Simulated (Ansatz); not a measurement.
**C: how the phase sets the permittivity**

Plane-wave DFT in Ansatz, PBE, scalar-relativistic PAW potentials, cutoff 420 eV, no spin-orbit coupling; no spin polarisation. Each structure of C was relaxed within its symmetry; other phases aren't compared here. ε∞ and ε0 (at fixed strain) come from linear response and are means of the diagonal. P6_3/mmc is hexagonal diamond here, four-fold bonded like Fd-3m.

```csv
space group,atoms in cell,V (Å³/atom),gap on mesh (eV),ε∞,lowest optical mode at Γ (cm⁻¹)
Fd-3m,2,5.70,4.15,5.85,1290
P6_3/mmc,4,5.71,3.35,5.76,527
```

Question: Order them by energy. Which have a polar axis, which are stable at Γ, and what static permittivity does each have?

Answer: Fd-3m 0 meV/atom, no unique polar axis, stable at Γ, ε0 = 5.9; P6_3/mmc 25 meV/atom, no unique polar axis, stable at Γ, ε0 = 5.8. The mean ε0 hardly changes. No optical mode carries a dipole, so ε0 equals ε∞. Stability at Γ doesn't rule out soft modes elsewhere in the zone; Kohn–Sham gaps are too small and ε∞ as a rule too large. In thin films and nanowires, surface energy, strain and dopants can hold a phase that lies tens of meV per atom above the lowest. Meshes differ between cells, which leaves about 2 meV/atom open.

Cost: about 10 core-minutes for the runs cited, on Intel Xeon 6975P-C (Granite Rapids), Arm Neoverse V2 (shared hosts).